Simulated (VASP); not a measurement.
A VASP 6.6.1 single-point calculation on SnTe

INCAR

```
ISPIN = 2
EDIFF = 1E-7
AMIX = 0.2
LREAL = .FALSE.
NSW = 0
BMIX = 0.0001
ISIF = 2
LWAVE = .FALSE.
NELM = 54
IBRION = -1
SIGMA = 0.02
MAGMOM = 1 1
LCHARG = .FALSE.
NBANDS = 17
PREC = Accurate
ENCUT = 520
GGA = PE
LASPH = .TRUE.
ISMEAR = -1
```

KPOINTS

```
KPOINTS created by Atomic Simulation Environment
0
Gamma
8 8 8
0 0 0
```

POSCAR

```
Sn Te
 1.0000000000000000
    -0.0000000000000000    3.1893303454483544    3.1893303454483544
     3.1893303454483544   -0.0000000000000000    3.1893303454483544
     3.1893303454483544    3.1893303454483544   -0.0000000000000000
 Sn  Te
   1   1
Cartesian
  0.0000000000000000 -0.0000000000000000 -0.0000000000000000
  3.1893303454483544  3.1893303454483544  3.1893303454483544
```

The recommended PBE PAW datasets give the neutral cell 20 valence electrons.

Command

```
mpirun -np 1 vasp_std
```

OSZICAR

```
N       E                     dE             d eps       ncg     rms          rms(c)
DAV:   1     0.126227020277E+03    0.12623E+03   -0.94670E+03  1975   0.135E+03
DAV:   2     0.477023117338E+01   -0.12146E+03   -0.11856E+03  2045   0.329E+02
DAV:   3    -0.698015832018E+01   -0.11750E+02   -0.11632E+02  2471   0.902E+01
DAV:   4    -0.732501845751E+01   -0.34486E+00   -0.34455E+00  2371   0.160E+01
DAV:   5    -0.733853024699E+01   -0.13512E-01   -0.13511E-01  2867   0.314E+00    0.697E+00
DAV:   6    -0.755884019029E+01   -0.22031E+00   -0.79662E-02  2536   0.175E+00    0.366E+00
DAV:   7    -0.755832361801E+01    0.51657E-03   -0.58996E-02  2524   0.128E+00    0.242E+00
DAV:   8    -0.756148848219E+01   -0.31649E-02   -0.19253E-02  2426   0.653E-01    0.104E+00
DAV:   9    -0.756199868631E+01   -0.51020E-03   -0.23564E-03  2366   0.396E-01    0.143E-01
DAV:  10    -0.756187938672E+01    0.11930E-03   -0.93467E-04  2651   0.173E-01    0.803E-02
DAV:  11    -0.756190207974E+01   -0.22693E-04   -0.72740E-05  2308   0.412E-02    0.356E-02
DAV:  12    -0.756190399071E+01   -0.19110E-05   -0.32896E-06  2598   0.178E-02    0.174E-02
DAV:  13    -0.756190563895E+01   -0.16482E-05   -0.24750E-06  2161   0.123E-02    0.273E-03
DAV:  14    -0.756190580120E+01   -0.16225E-06   -0.14511E-07  2333   0.282E-03    0.227E-03
DAV:  15    -0.756190569505E+01    0.10615E-06   -0.91149E-08  1639   0.382E-03    0.765E-04
DAV:  16    -0.756190576226E+01   -0.67212E-07   -0.13087E-08  1133   0.998E-04
   1 F= -.75619058E+01 E0= -.75616916E+01  d E =-.428312E-03  mag=     0.0000
```

It converged. Results: pressure 0.6 GPa; magnetic moment of the cell 0.00 μB.

For comparison, a separate PBE run of the intended cell, on usual settings and not on those above, gives a gap of 0.01 eV on its mesh and a pressure of 0.6 GPa.

The run above took about 87 s on one core of a shared host (Intel Xeon Platinum 8488C) and held 0.26 GiB at most.
